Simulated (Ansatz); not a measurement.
**Vibrational response of BN at 18 GPa**

Level of theory: Ansatz 0.2.0, DFT PBE, scalar-relativistic, plane waves, PAW. Cutoff 420 eV, 12×12×12 k-points (Γ-centred), fixed occupations. No spin polarisation. Phonons by linear response, acoustic sum rule imposed.

The cell, relaxed at 18 GPa:
```yaml
crystal:
  lattice:
    - [0.00000, 1.78559, 1.78559]
    - [1.78559, 0.00000, 1.78559]
    - [1.78559, 1.78559, 0.00000]
  atoms:
    - { symbol: B, position: [0.00000, 0.00000, 0.00000] }
    - { symbol: N, position: [0.75000, 0.75000, 0.75000] }
```

Optical modes at Γ (transverse, no macroscopic field); i marks an imaginary frequency:
```tsv
frequency (THz)	degeneracy	IR intensity of the level ((D/Å)²/amu)
32.51	3	40.66
```

All 3 optical modes at Γ are real: no displacement of atoms at fixed cell lowers the energy to second order. Strains and modes at other wave vectors aren't tested by this run.

| Quantity | Value |
| --- | --- |
| Electronic dielectric constant ε∞ (principal values) | 4.57 |
| Static dielectric constant ε0 (principal values) | 6.7 |
| Refractive index √ε∞, mean | 2.14 |
| Kohn–Sham gap on the mesh | 4.51 eV |
| Cost | 13 s on 1 thread of Intel(R) Xeon(R) Platinum 8259CL CPU @ 2.50GHz (Skylake/Cascade Lake) (shared host), peak memory 0.43 GiB |

Born effective charges (e):
```json
{"atom": "B (atom 1)", "Z*xx": "1.89", "Z*yy": "1.89", "Z*zz": "1.89", "mean": "1.89"}
{"atom": "N (atom 2)", "Z*xx": "-1.89", "Z*yy": "-1.89", "Z*zz": "-1.89", "mean": "-1.89"}
```